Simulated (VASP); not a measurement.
Runs of VASP 6.6.1 on Ti2O. It takes space group P-3m1 (No. 164, trigonal). Conventional cell: a = 2.919 Å, b = 2.919 Å, c = 4.713 Å, α = 90.00°, β = 90.00°, γ = 120.00°. Ti (site symmetry 3m) has 3 O at 2.14 Å as nearest neighbours. O (site symmetry -3m) has 6 Ti at 2.14 Å as nearest neighbours. 

```csv
task,level,U,cell,k mesh,cutoff (eV),ladder,gap on the mesh (eV),pressure (GPa),largest force (eV/Å)
single point,LDA+U,Ti d U = 2 eV,as given,10 × 10 × 6,520,-,none,4.2,1.40
single point,LDA,-,as given,10 × 10 × 6,520,-,none,-1.2,1.41
single point,LDA+U,Ti d U = 5 eV,as given,10 × 10 × 6,520,-,none,(a),1.38
single point,LDA+U,Ti d U = 6 eV,as given,10 × 10 × 6,520,-,none,15.6,1.38
relaxation of cell and atoms,LDA,-,relaxed,8 × 8 × 6,600,gaps,none,0.0,-
single point,LDA+U,Ti d U = 8 eV,as given,10 × 10 × 6,520,-,none,21.8,(b)
single point,LDA+U,Ti d U = 3 eV,as given,10 × 10 × 6,520,-,none,6.9,1.39
band structure,LDA,-,as given,10 × 10 × 6,520,-,-,-1.2,1.41
single point,LDA+U,Ti d U = 4 eV,as given,10 × 10 × 6,520,-,none,(c),1.39
```

Alike in all rows: potentials or basis VASP PAW LDA potentials, release 64 (Ti_sv, O); no spin polarisation; smearing fermi-dirac 0.05 eV.

Estimate the missing entries.

(a) 12.6; (b) 1.37; (c) 9.7.

Caveats: forces of over 1 eV/Å show positions far from the minimum, so gaps and moduli don't describe the material at rest (some runs); U without spin polarisation on a metal has little footing (some runs); semilocal functionals often make such compounds metallic where correlation or magnetic order opens a gap, which also shifts bond lengths (some runs).

A k mesh can miss the band edges.

A gap of «none» marks a metal or a gap under the smearing width.

Not every run made on this cell is shown here.
